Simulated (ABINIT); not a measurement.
The system is NiO.

```xyz
2
Lattice="0.0000 2.0859 2.0859 2.0859 0.0000 2.0859 2.0859 2.0859 0.0000" Properties=species:S:1:pos:R:3 pbc="T T T"
Ni    0.0000    0.0000    0.0000
O     2.0859    2.0859    2.0859
```

Base run:

- Program: ABINIT 10.8.3 (patched build)
- Functional: PBE
- Potentials or basis: JTH PAW PBE v2.0
- Cutoff: 1116 eV
- k mesh: 11 × 11 × 11
- Occupations: fermi-dirac, width 0.05 eV
- Spin: collinear spin, ferromagnetic start
- Starting moments: [1.0, 0.0] μB

Its results: band gap on the k mesh none (metal or under the smearing width); pressure -1.4 GPa; net moment 0.00 μB per cell.

Problem. The run is repeated on the same cell with these changes: potentials or basis from JTH PAW PBE v2.0 to SG15 NC PBE v1.2; cutoff from 1116 eV to 1225 eV; k mesh from 11 × 11 × 11 to 8 × 8 × 8. What comes out?

Solution. Band gap on the k mesh none (metal or under the smearing width); pressure 6.3 GPa; net moment 1.79 μB per cell; site moments Ni +1.45; O +0.32 μB.

Caveats: small starting moments can end in a higher magnetic state in this program; semilocal functionals often make such compounds metallic where correlation or magnetic order opens a gap, which also shifts bond lengths; a cell with one magnetic atom can't hold antiferromagnetic order, which such compounds often take (some runs).

Not every run made on this cell is shown here.
